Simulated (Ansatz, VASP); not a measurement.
Ta: VASP beside Ansatz

File INCAR:

```
SYSTEM = Ta
ALGO = Normal
EDIFF = 1E-6
ENCUT = 520
GGA = PS
ISIF = 2
ISMEAR = 0
LASPH = .True.
LCHARG = .False.
LREAL = .False.
LWAVE = .False.
NBANDS = 24
NELM = 80
PREC = Accurate
SIGMA = 0.1
```

Contents of KPOINTS:

```
k-points
0
Gamma
  6 6 6
  0 0 0
```

The input POSCAR:

```
Ta
1.0
    4.9513374049      0.0000000000      0.0000000000
   -2.4756687025      4.2879839754      0.0000000000
    0.0000000000      0.0000000000      3.0353851048
Ta
3
Direct
    0.0000000000      0.0000000000      0.0000000000
    0.3333333333      0.6666666667      0.5000000000
    0.6666666667      0.3333333333      0.5000000000
```

Input for Ansatz:

```yaml
crystal:
  lattice:
    - [4.9513374049, 0.0, 0.0]
    - [-2.4756687025, 4.2879839754, 0.0]
    - [0.0, 0.0, 3.0353851048]
  atoms:
    - { symbol: Ta, position: [0.0, 0.0, 0.0] }
    - { symbol: Ta, position: [0.3333333333, 0.6666666667, 0.5] }
    - { symbol: Ta, position: [0.6666666667, 0.3333333333, 0.5] }
basis:
  ecutwfc: 420
kpoints:
  mp_grid: { grid: [6, 6, 6] }
hamiltonian:
  xc: pbesol
scf:
  occupations: { method: gaussian, width: 0.1 }
  lower_state_search: "off"
output:
  forces: true
  stress: true
  eigenvalues: true
```

Alike in both runs: task single point; functional PBEsol; k mesh 6 × 6 × 6; occupations gaussian, width 0.1 eV; no spin polarisation.

|  | VASP | Ansatz |
| --- | --- | --- |
| version | VASP 6.6.1 | Ansatz 0.2.0 |
| potentials or method | VASP PAW PBE potentials, release 64 (Ta_pv) | scalar-relativistic, plane waves, PAW |
| plane-wave cutoff (eV) | 520 | 420 |
| valence electrons in the cell | 33 | 39 |

```csv
,VASP,Ansatz,Ansatz less VASP
gap on the k mesh at the Fermi level (eV),none,none,-
pressure (GPa),-24.5,-24.5,0.00
largest component of the traceless stress (GPa),11.62,11.61,-0.011
```

A gap of «none» marks a metal or a gap that the smearing closes. The two sets of potentials don't hold the same shells in valence.

Caveats: so large a pressure means that the cell lies far from this level's equilibrium, or that cutoff or potentials fall short (VASP); the potentials were made for another functional, which shifts forces and pressure (VASP). The runs have no spin-orbit coupling, so splittings on Ta are missing.
